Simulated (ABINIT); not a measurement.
Crystal: Te2Pt (Moncheite).

```
Pt Te
1.0
     4.01000    0.00000    0.00000
    -2.00500    3.47276    0.00000
     0.00000    0.00000    5.20100
Pt Te
1 2
Direct
  0.00000 0.00000 0.00000
  0.66667 0.33333 0.75000
  0.33333 0.66667 0.25000
```

Base run:

* Program: ABINIT 10.8.3 (patched build)
* Functional: BP86
* Potentials or basis: JTH PAW PBE v2.0
* Cutoff: 544 eV
* k mesh: 8 × 8 × 5
* Occupations: fermi-dirac, width 0.05 eV
* Spin: no spin polarisation

Its results: band gap on the k mesh none (metal or under the smearing width); pressure 11.0 GPa; largest force 1.261 eV/Å.

Task: After a change of settings the same cell gave: band gap on the k mesh none (metal or under the smearing width); pressure 11.9 GPa; largest force 1.261 eV/Å. Which change was it?
A. functional from BP86 to RPBE
B. functional from BP86 to BLYP
C. functional from BP86 to PBEsol; k mesh from 8 × 8 × 5 to 5 × 5 × 3
D. functional from BP86 to PW91

Result: A.

Caveats: the PAW data sets were made with another functional, which shifts forces and pressure a little; spin-orbit coupling is left out, which moves the levels of the heavy elements.
